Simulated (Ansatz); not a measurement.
A AlNi₃ cell: a crystal with Al and Ni atoms exchanged, relaxed.

```yaml
crystal:
  lattice:
    - [-3.56221, 3.53160, 3.53201]
    - [3.56221, -3.50337, 3.50378]
    - [3.56222, 3.50337, -3.50378]
  atoms:
    - { symbol: Ni, position: [0.50142, 0.00761, 0.49534] }
    - { symbol: Al, position: [0.00142, 0.47315, 0.49745] }
    - { symbol: Al, position: [0.00142, 0.00550, 0.02979] }
    - { symbol: Ni, position: [0.50142, 0.50761, 0.99533] }
    - { symbol: Ni, position: [0.50142, 0.25202, 0.25092] }
    - { symbol: Ni, position: [0.00142, 0.74740, 0.26686] }
    - { symbol: Ni, position: [0.00142, 0.23608, 0.75555] }
    - { symbol: Ni, position: [0.50142, 0.75202, 0.75092] }
    - { symbol: Ni, position: [0.75632, 0.50600, 0.75185] }
    - { symbol: Al, position: [0.28252, 0.02242, 0.76162] }
    - { symbol: Ni, position: [0.24544, 0.50376, 0.24321] }
    - { symbol: Ni, position: [0.73921, 0.99632, 0.24441] }
    - { symbol: Al, position: [0.72030, 0.74132, 0.48049] }
    - { symbol: Ni, position: [0.26365, 0.25853, 0.50664] }
    - { symbol: Ni, position: [0.24655, 0.75111, 0.99697] }
    - { symbol: Ni, position: [0.75737, 0.25974, 0.99916] }
```

Computed with Ansatz, DFT PBEsol, scalar-relativistic, plane waves, PAW.

Cutoff 420 eV; k points 4×5×5 on the computed 16-atom cell (Γ-centred); Gaussian smearing, width 0.10 eV; no spin polarisation.

Question: Describe its local order.

Answer: Counting as bonded all pairs within 1.3 times the summed covalent radii:

```json
{"atom → neighbour": "Al → Al", "mean count": "2.50", "mean length (Å)": "2.76", "spread (Å)": "0.02"}
{"atom → neighbour": "Al → Ni", "mean count": "9.50", "mean length (Å)": "2.47", "spread (Å)": "0.04"}
{"atom → neighbour": "Ni → Al", "mean count": "3.17", "mean length (Å)": "2.47", "spread (Å)": "0.04"}
{"atom → neighbour": "Ni → Ni", "mean count": "8.83", "mean length (Å)": "2.50", "spread (Å)": "0.05"}
```

Angles between all pairs of such bonds at an atom (mean ± spread): 98 ± 35° at Al, 98 ± 36° at Ni.

Question: Does it have a gap?

Answer: It has no gap on the mesh. Levels at Γ next to the Fermi level (eV from it): -0.61, -0.54, -0.51, -0.45, -0.24, -0.09, 0.02, 0.11, 0.16, 0.26, 0.29, 0.46.

The k mesh is coarse.

Cost: 2 runs of about 32 core-minutes in all (earlier runs that led there not counted), on Intel Xeon Processor @ 2.50GHz (Skylake/Cascade Lake) (shared hosts).